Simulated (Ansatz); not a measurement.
**Al₃Cu: an elastic run with cutoff 300 eV**

Level of theory: Ansatz 0.2.0, DFT PBEsol, scalar-relativistic, plane waves, PAW.

Launched with:
```bash
ansatz run input.yaml --threads 1 --pin off --max-ram 3072MiB --backend cpu --events-out ev --progress --plain --runs-dir out
```

Input (bare energies are in eV):
```yaml
crystal:
  lattice:
    - [2.7859707305, 0.0, 0.0]
    - [0.0, 2.7859707305, 0.0]
    - [0.0, 0.0, 7.5697807168]
  atoms:
    - { symbol: Al, position: [0.0, 0.0, 0.5] }
    - { symbol: Al, position: [0.5, 0.5, 0.221390688] }
    - { symbol: Al, position: [0.5, 0.5, 0.778609312] }
    - { symbol: Cu, position: [0.0, 0.0, 0.0] }
basis:
  ecutwfc: 300
kpoints:
  mp_grid: { grid: [16, 16, 6] }
hamiltonian:
  xc: pbesol
scf:
  occupations: { method: fermi_dirac, width: 0.15 }
output:
  forces: true
  stress: true
  eigenvalues: true
elastic:
  mode: relaxed_ion
  stencil: two_point
```

From the output:
```
--- Elastic constants: 4 strain directions × 2 members + reference (group order 16) ---
  dense FFT box of the reference and of every strained cell: 16×16×45
  strains applied: 11, 33, 23, 12; error gains: componentwise 1.00 (the most a stress slope's error grows in a printed constant), spectral 1.41 (1 for all six strains in a standard setting)
  reference relaxed by the batch: 4 steps; max|allowed force component| 5.39e-2 eV/Å at the deck's positions, 1.19e-7 at the last accepted step, 1.45e-7 by the solve of record
  largest displacement 8.4e-3 Å; the constants are those of the deck's cell at these positions:
  atoms:
    - { symbol: Al, position: [-3.122307819265486e-36, 9.282536759978568e-38, 0.4999999999999999] }
    - { symbol: Al, position: [0.5, 0.5, 0.22249546990260724] }
    - { symbol: Al, position: [0.5, 0.5, 0.7775045300973926] }
    - { symbol: Cu, position: [1.5358379002873472e-36, -2.7847610279935318e-37, -2.864553711785281e-20] }
  C = ∂σ_k/∂η_j (tension-positive GPa; Voigt order 11 22 33 23 13 12):
       145.606     94.875     62.666      0.000      0.000     -0.000
        94.875    145.606     62.666      0.000      0.000     -0.000
        63.511     63.511    183.423      0.000      0.000     -0.000
         0.000      0.000      0.000     48.821      0.000      0.000
         0.000      0.000      0.000      0.000     48.821      0.000
        -0.000     -0.000      0.000      0.000      0.000     38.422
  reference stress σ⁰ (GPa):     -0.490     -0.490     -0.478     -0.000     -0.000     -0.000
  C* (energy form; C + prestress term) asymmetry max|C*_kj − C*_jk| = 8.568e-1 GPa — a small one proves nothing (zero by symmetry where the batch's group is 432, −43m or m−3m); a large one is finite-difference/SCF noise where every solve ...
  moduli (Voigt/Reuss/Hill, GPa): K = 101.86/101.84/101.85   G = 44.12/40.54/42.33   E = 111.54   ν = 0.317
  mechanically stable: yes (min eigenvalue of sym C = 38.42 GPa)
  strain η (Voigt 11):  stress-route row diagonal C_11 = 145.61 GPa, energy-path curvature d²(F+E_count+ΔE)/dδ²/Ω₀ = 149.66 GPa
         δ    σ_11 (GPa) F (eV) n_scf n_hpsi n_pw
    -2.000e-3      -0.7805       -8162.4731669      10  112080    728   relax 2 steps, max|allowed force component| 2.52e-5 eV/Å
     2.000e-3      -0.1981       -8162.4730524      10  112057    728   relax 3 steps, max|allowed force component| 7.83e-10 eV/Å
  strain η (Voigt 33):  stress-route row diagonal C_33 = 183.42 GPa, energy-path curvature d²(F+E_count+ΔE)/dδ²/Ω₀ = 174.15 GPa
         δ    σ_33 (GPa) F (eV) n_scf n_hpsi n_pw
    -2.000e-3      -0.8481       -8162.4728689      10   62181    724   relax 2 steps, max|allowed force component| 2.86e-5 eV/Å
     2.000e-3      -0.1144       -8162.4726536      10   62160    728   relax 3 steps, max|allowed force component| 2.99e-8 eV/Å
  strain η (Voigt 23):  stress-route row diagonal C_44 = 48.82 GPa, energy-path curvature d²(F+E_count+ΔE)/dδ²/Ω₀ = 43.08 GPa
         δ    σ_23 (GPa) F (eV) n_scf n_hpsi n_pw
    -2.000e-3      -0.0976       -8162.4731527      10  155476    728   relax 3 steps, max|allowed force component| 1.17e-6 eV/Å
     2.000e-3       0.0976       -8162.4731527      10  155511    728   relax 3 steps, max|allowed force component| 9.49e-8 eV/Å
  strain η (Voigt 12):  stress-route row diagonal C_66 = 38.42 GPa, energy-path curvature d²(F+E_count+ΔE)/dδ²/Ω₀ = 45.83 GPa
         δ    σ_12 (GPa) F (eV) n_scf n_hpsi n_pw
    -2.000e-3      -0.0768       -8162.4732233      10  100865    728   relax 1 steps, max|allowed force component| 1.47e-5 eV/Å
     2.000e-3       0.0768       -8162.4732233      10  100864    728   relax 1 steps, max|allowed force component| 1.47e-5 eV/Å
```

Time: 11 min on 1 thread of Intel(R) Xeon(R) Processor @ 2.50GHz (Skylake/Cascade Lake) (shared host), peak memory 0.59 GiB.

Beside the reference run (Settings: 420 eV plane-wave cutoff, Γ-centred 16×16×6 mesh, Fermi-Dirac smearing of 0.15 eV. No spin polarisation.), the elastic coefficients (GPa; two-point stencil, strain 0.002 and ions relaxed unless stated):
```csv
setting,C11,C12,C44,C33,C13,C66
reference run,143.5,95.3,45.6,177.2,59.5,41.8
cutoff 300 eV,145.6,94.9,48.8,183.4,62.7,38.4
```

In a metal, frequencies and elastic constants depend on the k mesh and the smearing, soft modes and shear constants most.